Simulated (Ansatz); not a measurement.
# Co: converged, but where?

Co is taken in the coordinates of a database entry, unrelaxed (space group I4/mmm, primitive cell doubled), 2 atoms in the cell. The cell is far larger than its atoms need, so the entry probably lacks atoms. Source: COD entry 4105680, which need not be the ambient phase.

The calculation used DFT, PBE, PAW, plane waves, scalar-relativistic (Ansatz).

```yaml
crystal:
  lattice:
    - [-1.99181374, 1.99181374, 8.8233]
    - [3.98362747, -3.98362747, 17.6466]
    - [1.99181374, 1.99181374, -8.8233]
  atoms:
    - { symbol: Co, position: [0.0, 0.0, 0.0], spin: 0.6 }
    - { symbol: Co, position: [0.0, 0.5, 0.0], spin: 0.6 }
magnetization:
  spin_polarized: true
hamiltonian:
  xc: pbe
  pseudopotentials: { kind: paw }
basis:
  ecutwfc: 420
kpoints:
  mp_grid: { grid: [7, 4, 10] }
scf:
  occupations: { method: gaussian, width: 0.05 }
  lower_state_search: "off"
output:
  forces: true
  stress: true
  write_density: true
  write_potential: true
  elf: true
  volumetric_format: npy
```

Command:
```sh
ansatz run input.yaml --threads 2 --pin off --max-ram 5120MiB --backend cpu --events-out ev --progress --plain --runs-dir out
```

Time: 45 s on 2 threads of Intel(R) Xeon(R) 6975P-C (Granite Rapids), with other jobs on the host, peak memory 1.4 GiB.

The end of the output:

```
SCF converged after 20 iterations
Magnetization: 5.1409 μB (19.5704 up, 14.4296 down)
Absolute magnetization: 5.1492 μB (∫|ρ↑−ρ↓|, with the PAW one-centre terms)
Spin contamination: 0.0167 ħ² per cell (⟨S²⟩ above its minimum at these occupations)
Per-site moments (μB) at R_I (Å): [(2.5073, 1.6432), (2.5073, 1.6432)]
Free energy (F): -10243.282866 eV
Harris-Foulkes:  -10243.282866 eV  (|F-HF|=1.88e-8)
Internal energy: -10243.273592 eV  (E = F + TS)
E sigma→0 (E₀):  -10243.278229 eV
Entropy (-TS):   -0.009274 eV (-4.637 meV/atom)
Fermi energy:    -2.484180 eV
--- Forces (eV/Å), atoms counted from 1 ---
  atom   1  Co    -0.00000000     0.00000000     0.00000000
  atom   2  Co    -0.00000000    -0.00000000     0.00000000
--- Stress (GPa, compression-positive) ---
       -1.773377       0.005524       0.000179
        0.005485      -1.797589      -0.000165
        0.000291      -0.000066      -0.001058
  P = ⅓ Tr σ = -1.1907 GPa (-11.907 kbar)
```

The mesh has less symmetry than the lattice, which lowers the symmetry of the run.

Site moments are taken inside atomic spheres and don't add up to the total.

Q: Would you trust this as the ground state? If a lower solution is known, describe it.

A: No. A state 25.7 meV/atom (0.051 eV per cell) lower exists in this cell: ferromagnetic, site moments Co1 2.55, Co2 2.55 μB, total 5.22 μB per cell, no gap on the k-mesh (the moments match this run's, so the two differ in another way, such as which orbitals are filled). It was reached from: parallel moments, default search for lower states [Co1 3.00, Co2 3.00 μB]; the moments in brackets, standard search for lower states [Co1 3.00, Co2 3.00 μB]. States within about 5 meV/atom are too close for this mesh, smearing and search to settle their order. This multiple of the primitive cell fits some opposed orders; other multiples fit others. Only collinear orders within this cell were tried; the true ground state may need a larger cell.
